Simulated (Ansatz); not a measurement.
The cell is COD entry 1540836, as deposited and not checked against the literature; nothing was relaxed. The listed cell was then made from it by scaling, straining or moving an atom.

An input for Sr: DFT, PBE, all-electron LAPW, scalar-relativistic (Ansatz 0.2.0).

Command: `ansatz run input.yaml --threads 1 --pin off --max-ram 2048MiB --backend cpu --events-out ev --progress --plain --runs-dir out` The run took about 4 s on 1 thread of a shared machine.

```yaml
crystal:
  lattice:
    - [4.3385441004, 0.0, 0.0]
    - [-2.1692720502, 3.7572894063, 0.0]
    - [0.0, 0.0, 7.0966901024]
  atoms:
    - { symbol: Sr, position: [0.3333333333, 0.6666666667, 0.25] }
    - { symbol: Sr, position: [0.6666666667, 0.3333333333, 0.75] }
kpoints:
  mp_grid: { grid: [10, 10, 5] }
scf:
  occupations: { method: fermi_dirac, width: 0.08 }
hamiltonian:
  xc: pbe
  pseudopotentials: { kind: all_electron, lapw: { basis_error: 0.001 } }
output:
  forces: true
  stress: true
  eigenvalues: true
```

Set-up and iterations as logged by Ansatz (the results part is left out, to be predicted):

```
LAPW: plane waves up to 4.215 Å⁻¹, error target 1.0e-3 eV per atom; small_component_spin mean_spin; Sr in spheres of 2.169 Å, 10 of its electrons in bands, Dirac shells []
Engine: ansatz 0.2.0
Pseudopotentials: kind: all_electron
Pseudopotential: Sr, LAPW, valence charge 10, Koelling and Harmon's equation, gaussian nucleus
Functional definition: PBE
  parameter kappa = 0.804
  parameter beta = 0.06672455060314922
  exchange = pbe_x(kappa = kappa, mu = beta*pi^2/3)
  correlation = pbe_c(beta = beta)
Crystal: 2 atoms, lattice volume = 115.684 Å³
Basis set: ecut = 67.67986128540022 eV, 135 PW (Γ), exchange–correlation at level 2
Bands: 14, of which v1, the nominal top of the filled ones, is band 10 counted from 1 (9 counted from 0)
Symmetry: 24 space group operations
Space group: P63/mmc (ITA 194), of the structure as read, at distance tolerance 4.9e-5 Å
k-points: 42 of 500
Non-local potential: Sr, projectors of the file, none
Initial density: superposition of atomic densities (chi_scale 0.1, normalization cell)
Initial wavefunctions: plane waves of lowest kinetic energy (no species holds an atomic orbital)
Functional: x = pbe(κ = 0.804, μ = 0.2195149727645171), c = pbe(β = 0.06672455060314922)
iter 1 solved again at ethr=9.57e-5 eV; its pass at ethr=1.00e-1 eV (dr2=1.91e-2 eV) is discarded
SCF iter   1: F=—  HF=-173038.203471 eV  |F-HF|=—  |Δ(HF+E_count)|=         —  Δρ=2.73e-3  dr2=1.86e-2  ethr=9.57e-5  ⟨swp⟩=3.5  Hψ=4653  notcnv=0
SCF iter   2: F=—  HF=-173038.214512 eV  |F-HF|=—  |Δ(HF+E_count)|=   1.10e-2  Δρ=2.04e-3  dr2=1.11e-2  ethr=9.31e-5  ⟨swp⟩=2.0  Hψ=1998  notcnv=0
SCF iter   3: F=—  HF=-173038.219753 eV  |F-HF|=—  |Δ(HF+E_count)|=   5.24e-3  Δρ=6.04e-4  dr2=1.18e-3  ethr=5.56e-5  ⟨swp⟩=2.0  Hψ=1997  notcnv=0
iter 4 solved again at ethr=2.19e-7 eV; its pass at ethr=5.92e-6 eV (dr2=4.38e-5 eV) is discarded
SCF iter   4: F=—  HF=-173038.219960 eV  |F-HF|=—  |Δ(HF+E_count)|=   2.07e-4  Δρ=1.23e-4  dr2=4.38e-5  ethr=2.19e-7  ⟨swp⟩=2.5  Hψ=3272  notcnv=0
SCF iter   5: F=—  HF=-173038.219903 eV  |F-HF|=—  |Δ(HF+E_count)|=   5.69e-5  Δρ=7.07e-5  dr2=1.05e-5  ethr=2.19e-7  ⟨swp⟩=2.0  Hψ=1997  notcnv=0
SCF iter   6: F=—  HF=-173038.219903 eV  |F-HF|=—  |Δ(HF+E_count)|=   5.85e-7  Δρ=3.08e-5  dr2=1.98e-6  ethr=5.23e-8  ⟨swp⟩=2.0  Hψ=1997  notcnv=0
SCF iter   7: F=-173038.219903 eV  HF=-173038.219903 eV  |F-HF|=1.63e-8  |Δ(HF+E_count)|=   1.60e-7  Δρ=4.96e-6  dr2=5.65e-8  ethr=9.91e-9  ⟨swp⟩=2.0  Hψ=1997  notcnv=0
```

**Question.** What pressure will this run report?

**Answer.** -0.49 GPa (positive in compression).
